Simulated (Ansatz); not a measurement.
BN: all-electron results

```yaml
crystal:
  lattice:
    - [2.51000, 0.00000, 0.00000]
    - [-1.25500, 2.17372, 0.00000]
    - [0.00000, 0.00000, 6.69000]
  atoms:
    - { symbol: B, position: [0.00000, 0.00000, 0.50000] }
    - { symbol: B, position: [0.33333, 0.66667, 0.00000] }
    - { symbol: N, position: [0.00000, 0.00000, 0.00000] }
    - { symbol: N, position: [0.66667, 0.33333, 0.50000] }
```

Atom numbers follow the list: B1, B2, N3, N4.

The conventional cell has a = 2.510 Å, b = 2.510 Å, c = 6.690 Å, α = 90.00°, β = 90.00°, γ = 120.00°. Around B (atom 1) lie 3 N at 1.45 Å. B (atom 2) has 3 N at 1.45 Å as nearest neighbours. Around N (atom 3) lie 3 B at 1.45 Å. N (atom 4) is surrounded by 3 B at 1.45 Å.

The cell is COD entry 1010602, as deposited and not checked against the literature; nothing was relaxed. It is an old determination, and later ones may differ.

All numbers are computed: DFT, PBE, all-electron LAPW, scalar-relativistic (Ansatz 0.2.0); DFT, PBE, PAW with Ansatz's default frozen-core files, scalar-relativistic (Ansatz 0.2.0); DFT, PBE, all-electron PAW with datasets made for the crystal, scalar-relativistic (Ansatz 0.2.0).

For LAPW: a Γ-centred 11×11×4 k mesh, Fermi–Dirac smearing of 0.03 eV, basis error target 1 meV/atom, no spin polarisation. PAW takes a cutoff of 420 eV at this cell. The crystal-made all-electron datasets (AE datasets) take a cutoff of 560 eV at this cell. The Ansatz runs share mesh, smearing and spin set-up. Values come from LAPW unless marked.

```json
{
 "Band gap": "4.36 eV, indirect from H (0.333, 0.333, 0.5) to M (0.5, 0, 0)",
 "Volume per atom": "9.13 Å³"
}
```

(1) Give the computed value. Pressure at this cell.

(2) Give the computed value. Bader charges (from the PAW run).

(3) Give the computed value. Stress xx, yy, zz (compression positive).

(4) Smallest direct gap on the path: what does the calculation give?

(5) Löwdin charges (with 0.11 e of the cell spilling out of the atomic basis, so their sizes and signs hang on that basis): what does the calculation give?

(6) Give the computed value. Field gradients Vzz (crystal-made datasets).

Answers

(1) 14.0 kbar.

(2) B1 +2.22, B2 +2.22, N3 -2.21, N4 -2.22 e.

(3) 0.79, 0.79, 2.62 GPa.

(4) 4.47 eV.

(5) B1 0.43, B2 0.44, N3 -0.37, N4 -0.38 e.

(6) B1 2.87 (η = 0.00), B2 2.86 (η = 0.00), N3 -0.10 (η = 0.00), N4 -0.23 (η = 0.00) in 10²¹ V/m².
